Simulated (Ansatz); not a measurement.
# BaTiO3 (Pm-3m): relaxing the cell for a phonon run

Aim: bring BaTiO3 (Pm-3m) to small forces and stress, as phonons need.

Main program and level: Ansatz 0.2.0; DFT PBEsol, scalar-relativistic, plane waves, PAW.

This is a report of a sequence of runs, with most program output left out.

## 1. The starting structure

Symmetry: Pm-3m, No. 221, cubic system. Conventional cell: a = 4.006 Å, b = 4.006 Å, c = 4.006 Å, α = 90.00°, β = 90.00°, γ = 90.00°. Nearest to Ba lie 12 O at 2.83 Å. Ti has 6 O at 2.00 Å nearest. O has 2 Ti at 2.00 Å and 4 Ba at 2.83 Å nearest. Farther neighbours and most contacts between anions are not listed.

## 2. A coarse first look

A quick single point on a coarse mesh tells whether the cell has a gap and how far it is from rest, which sets the k mesh and smearing that follow.

input.yaml reads:

```yaml
crystal:
  lattice:
    - [4.006, 0.0, 0.0]
    - [0.0, 4.006, 0.0]
    - [0.0, 0.0, 4.006]
  atoms:
    - { symbol: Ba, position: [0.5, 0.5, 0.5] }
    - { symbol: Ti, position: [0.0, 0.0, 0.0] }
    - { symbol: O, position: [0.5, 0.0, 0.0] }
    - { symbol: O, position: [0.0, 0.5, 0.0] }
    - { symbol: O, position: [0.0, 0.0, 0.5] }
kpoints:
  mp_grid: { grid: [4, 4, 4] }
hamiltonian:
  xc: pbesol
scf:
  occupations: { method: gaussian, width: 0.1 }
output:
  forces: true
  stress: true
  eigenvalues: true
```

On the command line:

```sh
ansatz run input.yaml --threads 4 --pin off --max-ram 7168MiB --backend cpu --events-out ev --progress --plain --runs-dir out
```

Run time: 0.98 s. Hardware: 4 threads of Arm Neoverse N1, shared host; peak memory 0.34 GiB; 2.8 s of CPU time.

A gap read on the k-mesh alone can miss the band edges.

Numbers from this step:

| Quantity | Value |
| --- | --- |
| pressure | -4.566 GPa |
| gap on the k-mesh | 1.743 eV |
| volume per atom | 12.86 Å³ |
| direct gap on mesh | 1.850 eV |

The coarse mesh shows a gap of 1.74 eV and a pressure of -4.6 GPa.

## 3. Relaxation

Harmonic phonons are second derivatives at a point where the forces vanish, and they are wanted at zero stress, so atoms and cell are relaxed first.

input.yaml, the sections that differ from step 2:

```yaml
kpoints:
  mp_grid: { grid: [6, 6, 6] }
scf:
  occupations: { method: gaussian, width: 0.02 }
output:
  forces: true
  stress: true
  eigenvalues: true
  write_density: true
  write_potential: true
  elf: true
  volumetric_format: npy
relax:
  adjacent_minimum: "off"
  f_tol: 0.005
  max_steps: 80
  cell: { stress_tol: 0.05 }
# crystal, hamiltonian: as in step 2
```

Elapsed: 9.1 s, on 4 threads; peak memory 0.4 GiB.

Relaxation path:

```csv
step,energy less that of the first step (eV),largest force component (eV/Å),pressure (GPa),volume (Å³)
1,0.0000,0.0000,-4.61,64.29
2,-0.0311,0.0000,0.46,62.46
3,-0.0307,0.0000,-0.02,62.62
4*,-0.0250,0.0000,-0.18,62.62
5,-0.0252,0.0000,0.00,62.57
6*,-0.0250,0.0000,-0.01,62.57
```

Relaxation steps marked * repeat the geometry before them on a plane-wave basis chosen anew for their cell, so energy and pressure can jump there.

Forces are held to the 48 operations that the run works with; a distortion that breaks them can't arise in this run.

| conventional cell, symmetrised | before | after | change |
| --- | --- | --- | --- |
| a (Å) | 4.006 | 3.970 | -0.9 % |
| b (Å) | 4.006 | 3.970 | -0.9 % |
| c (Å) | 4.006 | 3.970 | -0.9 % |
| volume (Å³/atom) | 12.86 | 12.51 | -2.7 % |

Numbers from this step:

```
pressure           : -0.005796 GPa
gap on the k-mesh  : 1.815 eV
volume per atom    : 12.51 Å³
direct gap on mesh : 1.893 eV
```

ELF in the ac plane at fractional y = 1.000, with atoms of Ti and O within 0.2 Å of it. It is the smooth field of the valence electrons, not physical close to the nuclei.

Ten even steps from '_' (0.01) to '@' (0.81), each cell a mean:
```
--****::**@@%%**%%@@==--##++
####==..++@@@@@@@@%%--..++##
==--..__--**%%@@%%++::__..--
====--....::==++==::..::--==
@@@@%%==..____..____::++%%@@
##@@@@##::__________==%%@@%%
==##@@%%--________..++@@@@**
**%%@@##--__________==%%@@%%
@@@@@@++..__________::**@@@@
****==::....----::....--++**
--::..__::++##%%##==..__..::
##**::..==@@@@@@@@%%--..==**
==****::**@@%%##@@@@==--##**
__==##--**@@**==##@@====##--
```
Columns run along a (4.0 Å), rows up along c (4.0 Å). Atoms in or near the plane, at fractional coordinates: Ti at (0.00, 0.00), O at (0.50, 0.00), O at (0.00, 0.50).

Electrostatic potential energy in the ac plane at fractional y = 1.000, with atoms of Ti and O within 0.2 Å of it. With pseudopotentials it is smooth inside the atoms' cores, unlike the true potential.

Ten even steps from '_' (-35 eV) to '@' (15 eV), each cell a mean:
```
....--**%%==..__..**%%++::..
::::==##%%##==--++%%%%**--::
++++##%%@@@@@@@@@@@@@@%%**++
##%%%%@@@@@@@@@@@@@@@@@@%%%%
++**@@@@@@@@@@@@@@@@@@@@%%**
__::##@@@@@@@@@@@@@@@@@@++..
____++@@@@@@@@@@@@@@@@@@--__
__..**@@@@@@@@@@@@@@@@@@==..
--++%%@@@@@@@@@@@@@@@@@@##==
##%%@@@@@@@@@@@@@@@@@@@@%%%%
****%%@@@@@@@@@@@@@@@@%%##**
::--++%%@@%%**++##@@%%##==--
....--**%%++..__::**%%++::..
....::**##--______++##++::..
```
Columns run along a (4.0 Å; values clipped at the 3rd and 97th percentile), rows up along c (4.0 Å). Atoms in or near the plane, at fractional coordinates: Ti at (0.00, 0.00), O at (0.50, 0.00), O at (0.00, 0.50).

Valence density in the ac plane at fractional y = 1.000, with atoms of Ti and O within 0.2 Å of it. It is the smooth field of the valence electrons, not physical close to the nuclei.

Values in units of 1e0 e/Å³, 14 rows by 14 columns, each cell a mean:
```
8.7 6.7 2.6 0.7 0.8 2.3 4.8 5.9 4.2 1.6 0.7 1.0 3.9 7.4
4.9 3.4 1.2 0.4 0.5 1.2 2.2 2.8 2.0 0.9 0.4 0.5 1.8 3.9
1.3 0.9 0.4 0.2 0.2 0.4 0.6 0.8 0.6 0.3 0.2 0.2 0.5 1.0
0.8 0.6 0.3 0.2 0.1 0.2 0.2 0.2 0.2 0.2 0.1 0.2 0.4 0.7
2.0 1.4 0.6 0.3 0.1 0.1 0.1 0.1 0.1 0.1 0.2 0.3 0.9 1.6
5.2 3.6 1.3 0.4 0.2 0.1 0.1 0.0 0.1 0.1 0.2 0.6 2.0 4.2
7.1 5.2 1.9 0.5 0.2 0.1 0.0 0.0 0.0 0.1 0.2 0.8 2.8 5.9
5.9 4.2 1.5 0.5 0.2 0.1 0.0 0.0 0.1 0.1 0.2 0.6 2.2 4.8
2.9 2.0 0.8 0.3 0.1 0.1 0.1 0.1 0.1 0.1 0.2 0.4 1.2 2.3
1.0 0.8 0.4 0.2 0.1 0.1 0.2 0.2 0.2 0.1 0.1 0.2 0.5 0.8
0.9 0.6 0.3 0.2 0.2 0.3 0.5 0.5 0.4 0.3 0.2 0.2 0.4 0.7
3.4 2.3 0.8 0.3 0.4 0.8 1.5 1.9 1.3 0.6 0.3 0.4 1.2 2.6
8.0 6.0 2.3 0.6 0.8 2.0 4.2 5.2 3.6 1.4 0.6 0.9 3.4 6.7
9.7 8.0 3.4 0.9 1.0 2.9 5.9 7.1 5.2 2.0 0.8 1.3 4.9 8.7
```
Columns run along a (4.0 Å), rows up along c (4.0 Å). Atoms in or near the plane, at fractional coordinates: Ti at (0.00, 0.00), O at (0.50, 0.00), O at (0.00, 0.50).

In this step the volume went from 12.86 to 12.51 Å³/atom.

## 4. Tight relaxation

Phonons need a cell at rest on their own settings, so the relaxation is repeated with tight tolerances on forces and stress, using the mesh and the filling of the phonon run that follows.

input.yaml reads:

```yaml
crystal:
  lattice:
    - [3.9698861529, 0.0, 0.0]
    - [0.0, 3.9698861529, 0.0]
    - [0.0, 0.0, 3.9698861529]
  atoms:
    - { symbol: Ba, position: [0.5, 0.5, 0.5] }
    - { symbol: Ti, position: [0.0, 0.0, 0.0] }
    - { symbol: O, position: [0.5, 0.0, 0.0] }
    - { symbol: O, position: [0.0, 0.5, 0.0] }
    - { symbol: O, position: [0.0, 0.0, 0.5] }
kpoints:
  mp_grid: { grid: [8, 8, 8] }
hamiltonian:
  xc: pbesol
scf:
  occupations: { method: fixed }
output:
  forces: true
  stress: true
  eigenvalues: true
relax:
  adjacent_minimum: "off"
  f_tol: 0.001
  max_steps: 60
  cell: { stress_tol: 0.01 }
```

Wall time 4.4 s (4 threads); peak memory 0.41 GiB; 16 s of CPU time.

Little changed from the start: no atom moved by 0.005 Å and no cell edge by 0.1 %.

This step gave:

```
pressure           : -0.008012 GPa
gap on the k-mesh  : 1.816 eV
direct gap on mesh : 1.894 eV
```

The forces vanish by symmetry and the pressure is -0.008 GPa, within the tolerances set. The cell now holds 12.51 Å³/atom.

## 5. Results

```
space group after relaxation (within 0.01 Å) : Pm-3m
lattice constant a                           : 3.970 Å
lattice constant b                           : 3.970 Å
lattice constant c                           : 3.970 Å
volume per atom                              : 12.5 Å³
gap on the k-mesh                            : 1.82 eV
```

The forces vanish by symmetry and the pressure is -0.008 GPa, within the tolerances set. The cell now holds 12.51 Å³/atom. The relaxation keeps the symmetry of its start, so it says nothing on stability against lower symmetry. Spin-orbit coupling is left out, which can matter for the heavy elements here.

[Logs are printed without paths, hosts, clocks, repeated set-up lines and the standing remarks that a program may print on its own settings, such as how far it seeks lower states.]

[Hosts, paths, dates, database ids (printed as entryN), source tags and the programs' standing remarks are cut or masked in the printed files.]
